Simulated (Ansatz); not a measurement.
## Cs under changes of volume

One of the cells (122.477 Å³/atom); the others are scaled copies at fixed shape and fractional positions:

```
Cs
1.0
    -3.12847    3.12847    3.12847
     3.12847   -3.12847    3.12847
     3.12847    3.12847   -3.12847
Cs
1
Direct
  0.00000 0.00000 0.00000
```

| Property | Result |
| --- | --- |
| Program | Ansatz 0.2.0 |
| Functional | PBE |
| Potentials or basis | Ansatz PAW |
| Cutoff | 420 eV (not typed: the program's choice for these potentials) |
| k mesh | 6 × 6 × 6 |
| Occupations | fermi-dirac, width 0.05 eV |
| Spin | no spin polarisation |

```tsv
volume (Å³/atom)	energy over the lowest point (meV/atom)	pressure (GPa)
115.128	0.32	0.0
117.578	0.00	0.0
120.027	0.29	0.0
122.477	1.13	-0.1
124.926	2.48	-0.1
127.376	4.29	-0.1
129.825	?	?
```

**Question.** What does the run at 129.825 Å³/atom give?

**Answer.** Energy over the lowest point 6.53 meV/atom; pressure -0.2 GPa.

Worked out: A Birch-Murnaghan fit of order 3 (a polynomial in V^(-2/3)) to the other rows has its minimum at 117.60 Å³/atom with B0 = V·E''(V) = 1.9 GPa and B' = 3.4. It gives 6.52 meV/atom at 129.825 Å³/atom, against the run's 6.53, and -dE/dV = -0.2 GPa, against -0.2.

Energies are extrapolated to zero smearing.
